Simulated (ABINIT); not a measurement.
## AgBr in ABINIT: the effect of dispersion

AgBr:

```
Ag Br
1.0
     0.00000    2.87015    2.87015
     2.87015    0.00000    2.87015
     2.87015    2.87015    0.00000
Ag Br
1 1
Direct
  0.00000 0.00000 0.00000
  0.50000 0.50000 0.50000
```

Alike in all runs:

| Quantity | Value |
| --- | --- |
| Program | ABINIT 10.8.3 (patched build) |
| Task | equation of state |
| Functional | PBE |
| Potentials or basis | JTH PAW PBE v2.0 |
| Cutoff | 463 eV |
| k mesh | 8 × 8 × 8 |
| Occupations | fermi-dirac, width 0.05 eV |
| Spin | no spin polarisation |

| dispersion | V0 of scaled cells (Å³/atom) | B0 (GPa) |
| --- | --- | --- |
| none | 24.92 | 39 |
| D3 | 23.69 | 45 |
| D3(BJ) | ? | ? |
| D4 | 23.60 | 47 |

Task: What does the run with dispersion D3(BJ) give?

Result: V0 of scaled cells 23.55 Å³/atom; B0 48 GPa.

Caveats: pressures at fixed basis lie under the slope of the energies.
